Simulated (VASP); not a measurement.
From an Ansatz input to VASP: MgS (distorted rocksalt)

Ansatz input

```yaml
crystal:
  lattice:
    - [-0.0832, 2.4948, 2.6191]
    - [2.5883, -0.0673, 2.6031]
    - [2.5309, 2.4215, -0.0099]
  atoms:
    - { symbol: Mg, position: [0.9766, 0.0154, 0.0602] }
    - { symbol: S, position: [0.5317, 0.4765, 0.484] }
kpoints:
  mp_grid: { grid: [8, 8, 8] }
hamiltonian:
  xc: lda
scf:
  occupations: { method: fermi_dirac, width: 0.02 }
  n_extra_bands: 4
output:
  forces: true
  stress: true
  eigenvalues: true
```

Translate this input to VASP.



INCAR

```
LREAL = .FALSE.
LASPH = .TRUE.
ISMEAR = -1
SIGMA = 0.02
GGA = CA
LCHARG = .TRUE.
LELF = .TRUE.
ISIF = 2
LWAVE = .FALSE.
NSW = 0
EDIFF = 1E-7
IBRION = -1
PREC = Accurate
NBANDS = 11
NELM = 120
ENCUT = 520
```

KPOINTS

```
KPOINTS created by Atomic Simulation Environment
0
Gamma
8 8 8
0 0 0
```

POSCAR

```
Mg S
 1.0000000000000000
    -0.0832000000000000    2.4948000000000001    2.6191000000000000
     2.5882999999999998   -0.0673000000000000    2.6031000000000000
     2.5308999999999999    2.4215000000000000   -0.0099000000000000
 Mg  S
   1   1
Cartesian
  0.1109668800000000  2.5811595599999997  2.5973048200000002
  2.4140431099999997  2.4664227100000002  2.6281610199999998
```

VASP ran with the recommended LDA PAW datasets (8 valence electrons in the cell). Other inputs would serve too.

|  | Ansatz | VASP |
| --- | --- | --- |
| gap between bands v and c on the k mesh | 2.32 eV | 2.32 eV |
| least direct gap on the k mesh | 3.51 eV | 3.53 eV |
| pressure | 3.1 GPa | 2.6 GPa |
| largest force | 1.14 eV/Å | 1.15 eV/Å |

Datasets and cutoffs are each program's own. VASP's cell holds 8 valence electrons and Ansatz's 16. LDA means the Perdew–Zunger form with relativistic exchange in VASP and the Perdew–Wang form in Ansatz. Ansatz's stress includes a Pulay correction; VASP's doesn't.
